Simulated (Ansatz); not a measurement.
# Si, space group P6_3/mmc: a comparison of functionals at one structure

Computed with Ansatz 0.2.0, Python API.

At the Python prompt:
```pycon
>>> import warnings
>>> import ansatz as az
>>> warnings.simplefilter("ignore", az.DeckWarning)
>>> si = (
...     az.Lattice.of((2.444, 0.0, 0.0), (-1.222, 2.116566, 0.0), (0.0, 0.0, 4.152))
...     .atom("Si", (1 / 3, 2 / 3, 0.25))
...     .atom("Si", (2 / 3, 1 / 3, 0.75))
... )
>>> [site.symbol for site in si.resolved().sites]
['Si', 'Si']
>>> calc = (
...     si.calculation()
...     .kpoints(density=5.1)
...     .occupations("Methfessel-Paxton", width=0.15)
...     .stress()
... )
>>> rows = []
>>> for value in ["pbesol", "revpbe", "lda", "rpbe", "blyp"]:
...     summary = calc.functional(value).run(threads=1).report
...     rows.append((value, summary["free_energy_ev"] / len(summary["lattice"]["sites"]), summary["n_iterations"], sum(summary["stress_gpa"][i][i] for i in range(3)) / 3, summary["n_kpoints"]))
...
>>> print("  functional   F/atom (eV)    iterations       P (GPa)      k-points")
  functional   F/atom (eV)    iterations       P (GPa)      k-points
>>> for row in rows:
...     print(f"{str(row[0]):>12s}  {row[1]:12.5f}  {row[2]:12d}  {row[3]:12.3f}  {row[4]:12d}")
...
      pbesol    -620.76620             5        45.548           150
      revpbe    -637.05984             5        51.056           150
         lda    -607.91809             5        42.087           150
        rpbe    -637.90896             5        51.712           150
        blyp    -637.85177             5        57.821           150
```

From lowest to highest: LDA (42.1 GPa), PBEsol (45.5 GPa), revPBE (51.1 GPa), RPBE (51.7 GPa) and BLYP (57.8 GPa). At a fixed cell a lower pressure usually means a smaller equilibrium volume, so LDA prefers the smallest cell and BLYP the largest.

Caveats:
- BLYP can be off by several per cent in the lattices of metals, and by several GPa in the pressure at a fixed cell.
- Pressure is positive in compression.
- At these settings the cell as given stands under about 42 GPa, so it isn't at this functional's equilibrium volume and may be a high-pressure phase.
- This isn't the structure that Si takes at ambient conditions.
- Total energies of different functionals can't be compared; pressures, moments and gaps at this one structure can.
- Run time: 9.5 s on 1 thread of Arm Neoverse V1, with other jobs on the host, peak memory 0.35 GiB.
